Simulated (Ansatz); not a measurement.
# Molecular dynamics of Ti4Pb4CO14

The input (input.yaml):

```yaml
accuracy: low
crystal:
  lattice:
    - [5.545273, 0.0, 0.0]
    - [0.0, 8.205, 0.0]
    - [0.0, 0.0, 15.158955]
  atoms:
    - { symbol: Ti, position: [0.5, 0.23375, 0.0659676] }
    - { symbol: Pb, position: [0.0, 0.0, 0.0659676] }
    - { symbol: O, position: [0.5, 0.452, 0.0659676] }
    - { symbol: O, position: [0.26163629, 0.20746115, 0.13897978] }
    - { symbol: O, position: [0.79390186, 0.22133436, 0.11249793] }
    - { symbol: Ti, position: [-0.03816402, 0.23266565, 0.24652311] }
    - { symbol: Pb, position: [0.42755232, -0.00213439, 0.29125731] }
    - { symbol: O, position: [-0.01289685, 0.47261082, 0.2116794] }
    - { symbol: O, position: [0.68606519, 0.22691759, 0.30215884] }
    - { symbol: O, position: [0.18249034, 0.22603663, 0.32984682] }
    - { symbol: Ti, position: [0.5, 0.73375, 0.0659676] }
    - { symbol: Pb, position: [0.0, 0.5, 0.0659676] }
    - { symbol: O, position: [0.5, 0.952, 0.0659676] }
    - { symbol: O, position: [0.26024105, 0.70730117, 0.13844031] }
    - { symbol: O, position: [0.79230216, 0.72098047, 0.11363807] }
    - { symbol: Ti, position: [-0.03812632, 0.73252285, 0.24772536] }
    - { symbol: Pb, position: [0.42796687, 0.4898503, 0.28881344] }
    - { symbol: O, position: [-0.01189713, 0.97345042, 0.21226243] }
    - { symbol: O, position: [0.68711167, 0.72676648, 0.30373899] }
    - { symbol: O, position: [0.18216239, 0.72043368, 0.33095467] }
    - { symbol: C, position: [0.51606727, 0.73151335, 0.47752048] }
    - { symbol: O, position: [0.5196002, 0.58891408, 0.48076461] }
    - { symbol: O, position: [0.51378663, 0.87418521, 0.48042375] }
basis:
  ecutwfc: 420.0
kpoints:
  mp_grid: { grid: [2, 1, 1] }
hamiltonian:
  xc: pbe
  dispersion: d3bj
scf:
  occupations: { method: fermi_dirac, width: 0.05 }
  lower_state_search: "off"
md:
  timestep: 1
  n_steps: 300
  ensemble: nvt_langevin
  temperature: 300.0
  initial_velocities: maxwell_boltzmann
  seed: 551202
  friction: 0.005
  constraints: [{ sites: [0, 1, 2, 10, 11, 12] }]
```

Run as:

```bash
$ ansatz run input.yaml --threads 2 --pin off --max-ram 5120MiB --backend cpu --events-out ev --progress --plain --runs-dir out
```

It starts from a relaxed structure.

Output, in part (step lines):

```
md step     0: t =     0.00 fs  T =   300.0 K  F+E_penalty+E_count = -65831.37628587 eV  E_kin = 0.659226 eV  (14 SCF iters)
md step     1: t =     1.00 fs  T =   292.8 K  F+E_penalty+E_count = -65831.37003956 eV  E_kin = 0.643420 eV  (9 SCF iters)
md step     2: t =     2.00 fs  T =   281.5 K  F+E_penalty+E_count = -65831.35463342 eV  E_kin = 0.618488 eV  (9 SCF iters)
md step     3: t =     3.00 fs  T =   272.2 K  F+E_penalty+E_count = -65831.33365301 eV  E_kin = 0.598157 eV  (9 SCF iters)
md step     4: t =     4.00 fs  T =   257.3 K  F+E_penalty+E_count = -65831.31052494 eV  E_kin = 0.565312 eV  (9 SCF iters)
md step     5: t =     5.00 fs  T =   247.0 K  F+E_penalty+E_count = -65831.28812209 eV  E_kin = 0.542825 eV  (6 SCF iters)
md step     6: t =     6.00 fs  T =   235.4 K  F+E_penalty+E_count = -65831.26477003 eV  E_kin = 0.517260 eV  (6 SCF iters)
md step     7: t =     7.00 fs  T =   225.4 K  F+E_penalty+E_count = -65831.23857015 eV  E_kin = 0.495314 eV  (6 SCF iters)
[... lines left out ...]
md step   300: t =   300.00 fs  T =   215.1 K  F+E_penalty+E_count = -65830.89933951 eV  E_kin = 0.472691 eV  (9 SCF iters)
```

The steps, from the saved trajectory:

| time (fs) | T (K) | potential energy less start (eV) |
| --- | --- | --- |
| 0.0 | 300 | 0.000 |
| 10.0 | 194 | 0.219 |
| 20.0 | 193 | 0.235 |
| 30.0 | 146 | 0.274 |
| 40.0 | 141 | 0.313 |
| 50.0 | 145 | 0.354 |
| 60.0 | 178 | 0.333 |
| 70.0 | 146 | 0.394 |
| 80.0 | 146 | 0.395 |
| 90.0 | 134 | 0.435 |
| 100.0 | 173 | 0.346 |
| 110.0 | 217 | 0.300 |
| 120.0 | 261 | 0.293 |
| 130.0 | 228 | 0.389 |
| 140.0 | 250 | 0.326 |
| 150.0 | 207 | 0.371 |
| 160.0 | 180 | 0.442 |
| 170.0 | 203 | 0.423 |
| 180.0 | 192 | 0.463 |
| 190.0 | 226 | 0.416 |
| 200.0 | 198 | 0.555 |
| 210.0 | 208 | 0.509 |
| 220.0 | 213 | 0.546 |
| 230.0 | 173 | 0.589 |
| 240.0 | 218 | 0.458 |
| 250.0 | 204 | 0.585 |
| 260.0 | 242 | 0.501 |
| 270.0 | 251 | 0.449 |
| 280.0 | 259 | 0.407 |
| 290.0 | 220 | 0.465 |
| 300.0 | 215 | 0.477 |

All steps were run. The mean temperature of the second half is 30 % below the set value. A run of 0.3 ps of so small a system gives no equilibrium averages. Limits of this set-up: coarse k mesh, thin slab, slab without dipole correction, low accuracy level.

Mean squared displacements from the first frame to the last: Ti 0.01 Å², Pb 0.05 Å², O 0.03 Å², C 0.02 Å².

Last frame:

```xyz
23
Lattice="5.5453 0.0000 0.0000 0.0000 8.2050 0.0000 0.0000 0.0000 15.1590" Properties=species:S:1:pos:R:3
Ti 2.773 1.918 1.000
Pb 0.000 0.000 1.000
O 2.773 3.709 1.000
O 1.308 1.770 1.993
O 4.334 1.761 1.849
Ti -0.227 1.785 3.785
Pb 2.367 -0.293 4.346
O -0.125 3.814 3.231
O 3.880 1.623 4.745
O 1.181 1.921 4.930
Ti 2.773 6.020 1.000
Pb 0.000 4.103 1.000
O 2.773 7.811 1.000
O 1.482 5.863 2.119
O 4.375 6.009 1.659
Ti -0.251 5.946 3.752
Pb 2.536 3.692 4.392
O -0.056 7.960 3.163
O 3.719 6.031 4.553
O 0.937 5.999 5.020
C 2.999 6.013 7.235
O 3.128 4.872 7.431
O 2.868 7.184 7.147
```

Run time: 20 min on 2 threads of Arm Neoverse V2 (shared host), peak memory 1.3 GiB.
